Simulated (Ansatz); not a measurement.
# Band structure of Bi

```
CELL_PARAMETERS angstrom
3.33628 -3.05540 0.00000
3.33628 3.05540 0.00000
-1.15098 0.00000 3.09291
ATOMIC_POSITIONS crystal
Bi 0.25180 0.25180 0.14900
Bi 0.74820 0.74820 0.85100
```

Atoms are numbered in the order listed.

Structure: COD 8100521, as refined from experiment and not relaxed.

No spin–orbit coupling, which matters for the heavy atoms here.

Level of theory: Ansatz 0.2.0, DFT, PBE, all-electron LAPW, scalar-relativistic.

Numerical set-up: a Γ-centred 8×8×11 k mesh, Fermi–Dirac smearing of 0.05 eV, basis error target 0.25 meV/atom, no spin polarisation.

Points in fractions of the reciprocal vectors of this cell: Γ (0, 0, 0), C (-0.489, 0.489, 0), C2 (-0.511, -0.489, 0), Y2 (-0.5, -0.5, 0), M2 (-0.5, -0.5, 0.5), D (-0.68, -0.32, 0.5), D2 (-0.32, 0.32, 0.5), A (0, 0, 0.5). The path joins them by straight lines in the order Γ–C–C2–Y2–Γ–M2–D–D2–A; legs that retrace an earlier one aren't tabulated. Energies are in eV from the Fermi level.

**Question.** Metal or insulator at this level of theory?

**Answer.** No gap opens: metallic or semimetallic.

**Question.** Tabulate bands 32 to 39, counted from the lowest band of the run, along the path.

**Answer.** 
```json
{"k (1/Å)": "0.00", "point": "Γ", "band 32": "-22.60", "band 33": "-13.54", "band 34": "-8.95", "band 35": "-3.22", "band 36": "-3.02", "band 37": "2.71", "band 38": "3.53", "band 39": "4.02"}
{"k (1/Å)": "0.25", "point": "", "band 32": "-22.62", "band 33": "-13.31", "band 34": "-9.49", "band 35": "-3.50", "band 36": "-2.11", "band 37": "1.67", "band 38": "3.59", "band 39": "3.78"}
{"k (1/Å)": "0.50", "point": "", "band 32": "-22.67", "band 33": "-12.67", "band 34": "-10.41", "band 35": "-4.38", "band 36": "-1.49", "band 37": "0.45", "band 38": "3.93", "band 39": "4.21"}
{"k (1/Å)": "0.75", "point": "", "band 32": "-22.73", "band 33": "-11.75", "band 34": "-11.08", "band 35": "-5.06", "band 36": "-4.07", "band 37": "3.33", "band 38": "3.82", "band 39": "4.14"}
{"k (1/Å)": "1.01", "point": "C", "band 32": "-22.75", "band 33": "-11.34", "band 34": "-11.14", "band 35": "-5.33", "band 36": "-5.32", "band 37": "3.31", "band 38": "4.09", "band 39": "5.91"}
{"k (1/Å)": "1.36", "point": "", "band 32": "-22.72", "band 33": "-11.59", "band 34": "-11.51", "band 35": "-4.03", "band 36": "-3.89", "band 37": "3.02", "band 38": "3.09", "band 39": "3.56"}
{"k (1/Å)": "1.71", "point": "", "band 32": "-22.71", "band 33": "-11.82", "band 34": "-11.77", "band 35": "-0.98", "band 36": "-0.85", "band 37": "-0.76", "band 38": "-0.74", "band 39": "3.40"}
{"k (1/Å)": "2.06", "point": "", "band 32": "-22.72", "band 33": "-11.59", "band 34": "-11.51", "band 35": "-4.03", "band 36": "-3.89", "band 37": "3.02", "band 38": "3.09", "band 39": "3.56"}
{"k (1/Å)": "2.41", "point": "C2", "band 32": "-22.75", "band 33": "-11.34", "band 34": "-11.14", "band 35": "-5.33", "band 36": "-5.32", "band 37": "3.31", "band 38": "4.09", "band 39": "5.91"}
{"k (1/Å)": "2.42", "point": "", "band 32": "-22.75", "band 33": "-11.34", "band 34": "-11.13", "band 35": "-5.33", "band 36": "-5.33", "band 37": "3.31", "band 38": "4.09", "band 39": "5.91"}
{"k (1/Å)": "2.42", "point": "", "band 32": "-22.75", "band 33": "-11.34", "band 34": "-11.13", "band 35": "-5.34", "band 36": "-5.33", "band 37": "3.31", "band 38": "4.09", "band 39": "5.92"}
{"k (1/Å)": "2.43", "point": "", "band 32": "-22.75", "band 33": "-11.34", "band 34": "-11.13", "band 35": "-5.34", "band 36": "-5.33", "band 37": "3.31", "band 38": "4.09", "band 39": "5.92"}
{"k (1/Å)": "2.43", "point": "Y2", "band 32": "-22.75", "band 33": "-11.34", "band 34": "-11.13", "band 35": "-5.34", "band 36": "-5.33", "band 37": "3.31", "band 38": "4.09", "band 39": "5.92"}
{"k (1/Å)": "2.68", "point": "", "band 32": "-22.72", "band 33": "-11.84", "band 34": "-10.92", "band 35": "-5.10", "band 36": "-4.29", "band 37": "3.17", "band 38": "3.76", "band 39": "4.50"}
{"k (1/Å)": "2.94", "point": "", "band 32": "-22.69", "band 33": "-12.69", "band 34": "-10.31", "band 35": "-4.48", "band 36": "-1.84", "band 37": "0.60", "band 38": "3.25", "band 39": "4.91"}
{"k (1/Å)": "3.19", "point": "", "band 32": "-22.63", "band 33": "-13.32", "band 34": "-9.45", "band 35": "-3.66", "band 36": "-1.94", "band 37": "1.24", "band 38": "3.57", "band 39": "3.67"}
{"k (1/Å)": "3.44", "point": "Γ", "band 32": "-22.60", "band 33": "-13.54", "band 34": "-8.95", "band 35": "-3.22", "band 36": "-3.02", "band 37": "2.71", "band 38": "3.53", "band 39": "4.02"}
{"k (1/Å)": "3.73", "point": "", "band 32": "-22.62", "band 33": "-13.24", "band 34": "-9.02", "band 35": "-3.21", "band 36": "-2.40", "band 37": "2.27", "band 38": "2.55", "band 39": "2.91"}
{"k (1/Å)": "4.01", "point": "", "band 32": "-22.65", "band 33": "-12.39", "band 34": "-9.09", "band 35": "-3.07", "band 36": "-1.13", "band 37": "-0.49", "band 38": "0.24", "band 39": "1.32"}
{"k (1/Å)": "4.30", "point": "", "band 32": "-22.66", "band 33": "-11.12", "band 34": "-9.09", "band 35": "-2.98", "band 36": "-2.73", "band 37": "-2.23", "band 38": "-0.36", "band 39": "1.35"}
{"k (1/Å)": "4.59", "point": "M2", "band 32": "-22.65", "band 33": "-10.20", "band 34": "-9.26", "band 35": "-4.08", "band 36": "-3.04", "band 37": "-2.49", "band 38": "-0.62", "band 39": "0.87"}
{"k (1/Å)": "4.68", "point": "", "band 32": "-22.65", "band 33": "-10.18", "band 34": "-9.30", "band 35": "-4.17", "band 36": "-3.14", "band 37": "-2.26", "band 38": "-0.59", "band 39": "1.01"}
{"k (1/Å)": "4.78", "point": "", "band 32": "-22.65", "band 33": "-10.12", "band 34": "-9.42", "band 35": "-4.30", "band 36": "-3.39", "band 37": "-1.72", "band 38": "-0.48", "band 39": "1.37"}
{"k (1/Å)": "4.87", "point": "", "band 32": "-22.65", "band 33": "-10.01", "band 34": "-9.60", "band 35": "-4.37", "band 36": "-3.70", "band 37": "-1.03", "band 38": "-0.28", "band 39": "1.60"}
{"k (1/Å)": "4.96", "point": "D", "band 32": "-22.65", "band 33": "-9.87", "band 34": "-9.83", "band 35": "-4.32", "band 36": "-4.02", "band 37": "-0.42", "band 38": "0.16", "band 39": "1.67"}
{"k (1/Å)": "5.22", "point": "", "band 32": "-22.63", "band 33": "-10.38", "band 34": "-9.30", "band 35": "-4.59", "band 36": "-3.55", "band 37": "-1.32", "band 38": "0.63", "band 39": "2.43"}
{"k (1/Å)": "5.48", "point": "", "band 32": "-22.62", "band 33": "-10.58", "band 34": "-9.05", "band 35": "-4.56", "band 36": "-3.49", "band 37": "-1.67", "band 38": "1.00", "band 39": "2.09"}
{"k (1/Å)": "5.74", "point": "", "band 32": "-22.63", "band 33": "-10.38", "band 34": "-9.30", "band 35": "-4.59", "band 36": "-3.55", "band 37": "-1.32", "band 38": "0.63", "band 39": "2.43"}
{"k (1/Å)": "6.01", "point": "D2", "band 32": "-22.65", "band 33": "-9.87", "band 34": "-9.83", "band 35": "-4.32", "band 36": "-4.02", "band 37": "-0.42", "band 38": "0.16", "band 39": "1.67"}
{"k (1/Å)": "6.17", "point": "", "band 32": "-22.65", "band 33": "-10.25", "band 34": "-9.58", "band 35": "-4.42", "band 36": "-3.99", "band 37": "0.19", "band 38": "1.59", "band 39": "1.66"}
{"k (1/Å)": "6.34", "point": "", "band 32": "-22.65", "band 33": "-10.62", "band 34": "-9.30", "band 35": "-4.51", "band 36": "-3.44", "band 37": "0.37", "band 38": "0.72", "band 39": "1.87"}
{"k (1/Å)": "6.50", "point": "", "band 32": "-22.66", "band 33": "-10.86", "band 34": "-9.11", "band 35": "-4.25", "band 36": "-2.85", "band 37": "-0.99", "band 38": "1.17", "band 39": "1.87"}
{"k (1/Å)": "6.66", "point": "A", "band 32": "-22.66", "band 33": "-10.94", "band 34": "-9.05", "band 35": "-3.99", "band 36": "-2.57", "band 37": "-1.63", "band 38": "1.35", "band 39": "1.69"}
```
